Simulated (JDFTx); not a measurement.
Ta under changes of volume

One of the cells (18.010 Å³/atom); the others are scaled copies at fixed shape and fractional positions:

```xyz
1
Lattice="-1.6513 1.6513 1.6513 1.6513 -1.6513 1.6513 1.6513 1.6513 -1.6513" Properties=species:S:1:pos:R:3 pbc="T T T"
Ta    0.0000    0.0000    0.0000
```

| Property | Result |
| --- | --- |
| Program | JDFTx 1.7.0 (patched build) |
| Functional | PBEsol |
| Potentials or basis | PseudoDojo-SR-PBEsol-0.4.1-standard with smoothed tails |
| Cutoff | 789 eV |
| Density cutoff | 3157 eV |
| k mesh | 11 × 11 × 11 |
| Occupations | fermi-dirac, width 0.05 eV |
| Spin | no spin polarisation |

```tsv
volume (Å³/atom)	energy over the lowest point (meV/atom)	pressure (GPa)
16.930	19.85	9.5
17.290	4.38	4.4
17.650	0.00	-0.2
18.010	?	?
18.371	19.69	-7.9
18.731	41.64	-11.1
19.091	70.50	-14.1
```

Question: What does the run at 18.010 Å³/atom give?

Answer: Energy over the lowest point 5.49 meV/atom; pressure -4.2 GPa.

Worked out: A Birch-Murnaghan fit of order 3 (a polynomial in V^(-2/3)) to the other rows has its minimum at 17.62 Å³/atom with B0 = V·E''(V) = 216 GPa and B' = 4.8. It gives 5.45 meV/atom at 18.010 Å³/atom, against the run's 5.49, and -dE/dV = -4.4 GPa, against -4.2.

Energies are extrapolated to zero smearing.
